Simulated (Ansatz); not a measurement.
Runs of Ansatz 0.2.0 on SrO. Symmetry: Fm-3m, No. 225, cubic system. The conventional cell has a = 5.133 Å, b = 5.133 Å, c = 5.133 Å, α = 90.00°, β = 90.00°, γ = 90.00°. Sr (site symmetry m-3m) has 6 O at 2.57 Å as nearest neighbours. O (site symmetry m-3m) is surrounded by 6 Sr at 2.57 Å. 

```csv
task,level,potentials or basis,spin,k mesh,cutoff (eV),smearing,other keys,mesh quality,gap on the mesh (eV),pressure (GPa)
single point,r2SCAN+rVV10,SPMS NC,off,9 × 9 × 9,1034,fermi-dirac 0.1 eV,-,not flagged,3.78,-
single point,LDA+D3(BJ),Ansatz PAW earlier set,"collinear, ferromagnetic start",5 × 5 × 5,900,tetrahedron uncorrected,scf.lower_state_search = light; hamiltonian.xc = lda; …,coarse,(a),-6.3
projected density of states,B3LYP,Ansatz PAW,"SOC, no magnetisation",5 × 5 × 5,420,methfessel-paxton 0.15 eV,-,coarse,5.38,3.8
single point,revPBE+D3(BJ),PseudoDojo standard (PBE files),"SOC, no magnetisation",9 × 9 × 9,1143,tetrahedron,-,not flagged,3.46,(b)
```

Alike in all rows: cell as given.

Problem. Estimate the missing entries.

Solution. (a) 3.34; (b) 0.9.

Caveats: some runs use coarse meshes; odd divisions of the mesh miss points on the zone boundary, where band edges often lie, so the gap on the mesh can be too wide; the potentials were made for another functional, which shifts forces and pressure (some runs); the PAW data sets come from PBE, with cores solved anew for the run's functional, which leaves a small shift of forces and pressure (some runs); the meta-GGA runs on potentials made for a GGA (some runs); the rVV10 pressure on norm-conserving files is uncertain (some runs); the dispersion damping was fitted for another functional or another form of the correction (some runs); the starting moments weren't kept (some runs).

A k mesh can miss the band edges, and rows without SOC leave out spin-orbit coupling on Sr.
